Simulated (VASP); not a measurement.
**C: single point with LDA**

The system is C, a slab with vacuum.

```
C
1.0
     2.44467    0.00000    0.00000
    -1.22233    2.11715    0.00000
     0.00000    0.00000    8.52392
C
2
Cartesian
  0.0000 1.4114 0.0000
  1.2223 0.7057 0.0000
```

The slab is cut from a database's or a generator's crystal, which needn't be the stable form of the element.

```json
{
 "Program": "VASP 6.6.1",
 "Task": "single point",
 "Functional": "LDA",
 "Potentials or basis": "VASP PAW LDA potentials, release 64 (C)",
 "Cutoff": "520 eV",
 "k mesh": "21 × 21 × 6",
 "Occupations": "gaussian, width 0.15 eV",
 "Spin": "no spin polarisation",
 "Dipole correction": "no",
 "Further INCAR settings": "ALGO = Fast; EDIFF = 1e-07; NBANDS = 11"
}
```

| Item | Value |
| --- | --- |
| Band gap on the k mesh | none (metal or under the smearing width) |

Levels at points of the mesh, in eV from the Fermi level:
```tsv
k point	band 1	band 2	band 3	band 4	band 5	band 6	band 7	band 8
(0.00, 0.00, 0.00)	-19.51	-7.82	-3.03	-3.03	3.09	5.43	7.05	8.43
(0.00, 0.00, 0.50)	-19.51	-7.82	-3.03	-3.03	3.70	4.02	8.43	8.43
```

Wall time 40 s on 1 thread of Intel(R) Xeon(R) 6975P-C (Granite Rapids), on a shared host, peak memory 0.18 GiB.
